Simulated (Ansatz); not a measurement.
Pressure against volume in ZnS

The cell was relaxed from a distorted copy of a database structure.

The calculation used Ansatz 0.2.0, DFT PBE, scalar-relativistic, plane waves, PAW. The final run on the 2-atom cell used 420 eV, a Γ-centred 8×8×8 mesh, 0.02 eV smearing and no spin polarisation.

```cif
data_structure
_symmetry_space_group_name_H-M 'P 1'
_symmetry_Int_Tables_number 1
_cell_length_a 3.8489
_cell_length_b 3.8489
_cell_length_c 3.8489
_cell_angle_alpha 60.000
_cell_angle_beta 60.000
_cell_angle_gamma 60.000
_cell_volume 40.32
loop_
_atom_site_label
_atom_site_type_symbol
_atom_site_fract_x
_atom_site_fract_y
_atom_site_fract_z
_atom_site_occupancy
Zn1 Zn 0.75000 0.75000 0.75000 1
S1 S 0.00000 0.00000 0.00000 1
```

The cell was set to several volumes, with shape and atoms relaxed at each where symmetry leaves them free. Pressure is positive in compression, and energies count from the lowest row.

```
row  V (Å³/atom)  P (GPa)  ΔE (meV/atom)  gap on mesh (eV)
  1       17.740    11.83           79.7              2.58
  2       18.345     8.11           42.2              2.43
  3       18.949        ?              ?                 ?
  4       19.554     2.28            4.2              2.15
  5       20.159     0.02            0.0              2.02
  6       20.764    -1.91            3.7              1.89
  7       21.369    -3.55           14.1              1.77
  8       22.175    -5.35           36.6              1.62
```

Q: Find B = −V·ΔP/ΔV from rows 4 and 6 and from rows 1 and 2, and from the two its slope B′ and its value B0 at zero pressure.

A: Rows 4 and 6 give −(19.554 + 20.764)/2 × (-1.91 − (2.28))/(20.764 − 19.554) = 69.8 GPa at a mean pressure of 0.18 GPa. Rows 1 and 2 give −(17.740 + 18.345)/2 × (8.11 − (11.83))/(18.345 − 17.740) = 110.9 GPa at a mean pressure of 9.97 GPa. So B′ = (110.9 − 69.8)/(9.97 − (0.18)) = 4.20 and B0 = 69.8 − 4.20 × (0.18) = 69.0 GPa. A third-order Birch–Murnaghan fit to all the energies gives B0 = 69.5 GPa and B′ = 4.4.

Q: Estimate the pressure and energy of row 3.

A: From row 5, V0 = 20.159 × (1 + (0.02)/69.0) = 20.165 Å³/atom. Murnaghan's form P = (B0/B′)·[(V0/V)^B′ − 1] gives (69.0/4.20) × [(20.165/18.949)^4.20 − 1] = 4.90 GPa; the computed pressure is 4.95 GPa, so the estimate is off by -0.05 GPa. The work of compression from row 4, with the mean of the two pressures, gives ΔE = 4.2 + (4.90 + 2.28)/2 × (19.554 − 18.949)/160.2 × 1000 = 17.8 meV/atom (1 eV/Å³ = 160.2 GPa); the computed value is 17.7 meV/atom.

Q: Fit the gap against pressure through the other rows and estimate it at the computed pressure of row 3.

A: Over the 7 rows the mean pressure is 1.6329 GPa and the mean gap is 2.066 eV. The sums of products of deviations are S_xx = 237.1 and S_xy = 13, so the slope is 13/237.1 = 0.05483 (r = 0.99, rms misfit 0.04 eV). At 4.95 GPa the line gives 2.066 + (0.05483) × (4.95 − 1.6329) = 2.25 eV. The computed value is 2.29 eV, so the line is off by -0.04 eV, less than the largest miss among the fitted rows (0.06 eV).

Kohn–Sham gaps at this level usually fall short of measured ones. All volumes keep the k mesh of the relaxed cell. A later test with randomly moved atoms came back to the same energy, though modes that don't fit the test's cell weren't probed.

Compression stiffens ZnS and widens its gap at every step. The stiffening reflects the steep rise of short-range repulsion as the Zn–S bonds shorten, and a B′ slightly above 4 is ordinary for a tetrahedral semiconductor. The equilibrium volume is somewhat larger and B0 somewhat lower than experiment gives, in keeping with PBE's tendency to underbind.

The gap probably opens because the conduction-band minimum at Γ is an antibonding mix of Zn 4s and S s states, which rises faster on compression than the mainly S 3p valence-band top. Stronger p–d repulsion pushes that top upward too and offsets part of the gain. The gap responds less per GPa at high pressure than under tension, largely because the stiffer crystal contracts less for the same added pressure. The straight line's underestimate at row 3 therefore looks like real curvature rather than scatter, and the fitted slope is an average over the range. With no rocksalt curve for comparison, the data can't place the known pressure-induced transition.
